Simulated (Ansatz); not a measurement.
# Formation energy of PbF2 (fluorite structure)

Method: PBE with spin–orbit coupling; two-component spinors; PAW, 420 eV, Γ-centred 8×8×8 mesh, 0.05 eV Gaussian smearing; code Ansatz. The datasets are Ansatz's generated set soft_2.

The start was a prototype's sites filled with these elements; the Crystallography Open Database holds the compound in this structure.

Symmetry: Fm-3m, No. 225, cubic system. Conventional cell: a = 5.998 Å, b = 5.998 Å, c = 5.998 Å, α = 90.00°, β = 90.00°, γ = 90.00°. Pb (site symmetry m-3m) has 8 F at 2.60 Å as nearest neighbours. F (site symmetry -43m) is surrounded by 4 Pb at 2.60 Å. (Shells end 15 % past the nearest neighbour.)

The elements were computed in their standard states (gases as isolated molecules) with the same datasets, cutoff and functional. Total energies depend on the potentials used, so only differences within one code and one set of settings carry meaning.

Energy of the relaxed cell (3 atoms, smearing extrapolated to zero): -13563.039 eV. Elements, in eV/atom: Pb -11945.108, F -805.597.

Task: What is the formation energy?

Result: [-13563.039 − (1 × -11945.108 + 2 × -805.597)] / 3 = -2.25 eV/atom, or -217 kJ per mole of atoms.

The value is for 0 K, without zero-point energy and without any correction for the binding of gas molecules. Uncorrected semilocal values for oxides, chalcogenides and halides often miss by tenths of an eV an atom. A negative value shows stability against the elements alone, not against other compounds or structures.

